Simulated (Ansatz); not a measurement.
RuO2:
```xyz
6
Lattice="4.4793 0.0000 0.0000 0.0000 4.4793 0.0000 0.0000 0.0000 3.1074" Properties=species:S:1:pos:R:3 pbc="T T T"
Ru     0.0000     0.0000     0.0000
Ru     2.2396     2.2396     1.5537
O      1.3676     1.3676     0.0000
O      0.8721     3.6072     1.5537
O      3.1117     3.1117     0.0000
O      3.6072     0.8721     1.5537
```

Relaxed with r²SCAN. Special points in fractions of this cell's reciprocal vectors: Γ (0.000, 0.000, 0.000); X (0.000, 0.500, 0.000); M (0.500, 0.500, 0.000); Z (0.000, 0.000, 0.500); R (0.000, 0.500, 0.500); A (0.500, 0.500, 0.500).

### Question
List the band energies nearest the Fermi level at these points for DFT-r²SCAN in the program Ansatz with PAW potentials.

### Answer
In eV from the Fermi level; about four levels below and three above (degenerate sets whole), none deeper than 8.9 eV; points with the same levels are listed once.

```csv
k,below,above
Γ,-1.39 -1.32 -1.32 -0.91,1.84 1.88 4.97 4.97
X,-0.54 -0.54 -0.28 -0.28,0.46 0.46 4.43 4.43
M,-1.47 -1.47 -1.28 -1.28,0.92 0.92 3.92 3.92
Z,-3.36 -3.36 -0.73 -0.73,0.07 0.07 0.93 0.93
R,-1.65 -1.65 -0.69 -0.69,1.22 1.22 2.34 2.34
A,-0.67 -0.67 -0.42 -0.42,0.25 0.25 3.46 3.46
```

Space group P4_2/mnm (rutile). The cell was relaxed with r²SCAN under the symmetry of its start; of distortions, only those at the zone centre were tested. The run is not spin-polarised. Spin–orbit coupling is left out wherever it is not named.

Potentials: the later of the program's two PAW sets.
